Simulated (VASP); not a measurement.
The system is Ta.

```
CELL_PARAMETERS angstrom
2.94168 0.00000 0.00000
-1.47084 2.54757 0.00000
0.00000 0.00000 4.80377
ATOMIC_POSITIONS crystal
Ta 0.33333 0.66667 0.25000
Ta 0.66667 0.33333 0.75000
```

This isn't the form of Ta at room conditions, which is bcc.

```yaml
Program: VASP 6.6.1
Task: relaxation of cell and atoms
Functional: PBEsol
Potentials_or_basis: VASP PAW PBE potentials, release 64 (Ta_pv)
Cutoff: 600 eV
k_mesh: 18 × 18 × 10
Occupations: gaussian, width 0.1 eV
Spin: no spin polarisation
```

At the start: pressure 1.3 GPa; volume 18.00 Å³/atom.

Task: How do energy, volume and symmetry change on relaxing?

Result: Over 8 steps the energy falls by 44.8 meV/atom and the volume is 18.13 Å³/atom (+0.7 %); space group P6_3/mmc (No. 194, to 0.05 Å).

The path:
| step | energy change (eV) | largest force (eV/Å) | pressure (GPa) | volume (Å³) |
| --- | --- | --- | --- | --- |
| 1 | 0.0000 | 0.0000 | 1.26 | 36.00 |
| 2 | -0.0794 | 0.0000 | -2.56 | 36.69 |
| 3 | -0.0831 | 0.0000 | -3.25 | 36.85 |
| 4 | -0.0464 | 0.0000 | 7.76 | 35.06 |
| 5 | -0.0892 | 0.0000 | -0.48 | 36.35 |
| 6 | -0.0892 | 0.0000 | -0.40 | 36.34 |
| 7 | -0.0896 | 0.0000 | 0.20 | 36.22 |
| 8 | -0.0897 | 0.0000 | 0.00 | 36.25 |

Final structure:
```cif
data_structure
_symmetry_space_group_name_H-M 'P 1'
_symmetry_Int_Tables_number 1
_cell_length_a 2.8669
_cell_length_b 2.8669
_cell_length_c 5.0933
_cell_angle_alpha 90.000
_cell_angle_beta 90.000
_cell_angle_gamma 120.000
_cell_volume 36.25
loop_
_atom_site_label
_atom_site_type_symbol
_atom_site_fract_x
_atom_site_fract_y
_atom_site_fract_z
_atom_site_occupancy
Ta1 Ta 0.33333 0.66667 0.25000 1
Ta2 Ta 0.66667 0.33333 0.75000 1
```

Caveat: the PAW data sets were made with another functional, which shifts forces and pressure a little.
